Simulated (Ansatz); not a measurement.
Zn (P6_3/mmc), one atom moved over a plane

Level of theory: Ansatz 0.2.0, DFT PBE, scalar-relativistic, plane waves, PAW. Cutoff 420 eV, Γ-centred 24×24×10 k-points, Gaussian smearing of 0.15 eV. No spin polarisation. Energies are free energies at this smearing, counted from the undisturbed cell; pressure is positive in compression.

Reference structure (as given, not relaxed at this level; it stands at -0.4 GPa):

```xyz
2
Lattice="2.6648 0.0000 0.0000 -1.3324 2.3078 0.0000 0.0000 0.0000 4.9467" Properties=species:S:1:pos:R:3 pbc="T T T"
Zn    0.0000    1.5385    1.2367
Zn    1.3324    0.7693    3.7100
```

Atom 1 (Zn) is moved by p along (1.000, 0.000, 0.000) and q along (0.000, 1.000, 0.000) (Å), all else fixed. Points are written (p, q).

Energy above the undisturbed cell in eV/cell (a dash: not computed):

```
 p \ q  -0.200  -0.100  0.000  0.100  0.200
-0.200    0.02       ?   0.01   0.01   0.02
-0.100    0.01    0.01   0.00   0.00      ?
 0.000       ?    0.00   0.00   0.00   0.01
 0.100    0.01    0.01   0.00   0.00      ?
 0.200    0.02       ?   0.01   0.01   0.02
```

(1) Fill in the withheld energies.

Results:

(1) (-0.200, -0.100): 0.01; (-0.100, 0.200): 0.01; (0.000, -0.200): 0.01; (0.100, 0.200): 0.01; (0.200, -0.100): 0.01.